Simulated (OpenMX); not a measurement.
Runs of OpenMX 3.8.5 on InAs. It takes space group Fm-3m (No. 225, cubic). Conventional cell: a = 5.755 Å, b = 5.755 Å, c = 5.755 Å, α = 90.00°, β = 90.00°, γ = 90.00°. In (site symmetry m-3m) is surrounded by 6 As at 2.88 Å. As (site symmetry m-3m) has 6 In at 2.88 Å as nearest neighbours. Measurements of this composition are mostly on another form, of space group No. 216.

```csv
level,gap on the mesh (eV),pressure (GPa)
PBE+D4,none,-1.4
PBE,none,(a)
PBE+D3(BJ),none,-1.4
PBE+D3,none,-0.3
```

Alike in all rows: task single point; potentials or basis OpenMX 2013 PBE set, In7.0-s3p2d2, As7.0-s3p2d2, grid cutoff 500 Ry; no spin polarisation; cell as given; k mesh 7 × 7 × 7; smearing fermi-dirac 0.05 eV.

Task: Fill in the values left out.

Result: (a) 1.2.

Caveats: the basis of atomic orbitals isn't converged, which shifts pressures, moduli and gaps; pairwise dispersion overbinds metals, which lowers pressure and volume (some runs).

A k mesh can miss the band edges, and the runs leave out spin-orbit coupling on As, In.

A gap of «none» marks a metal or a gap under the smearing width.
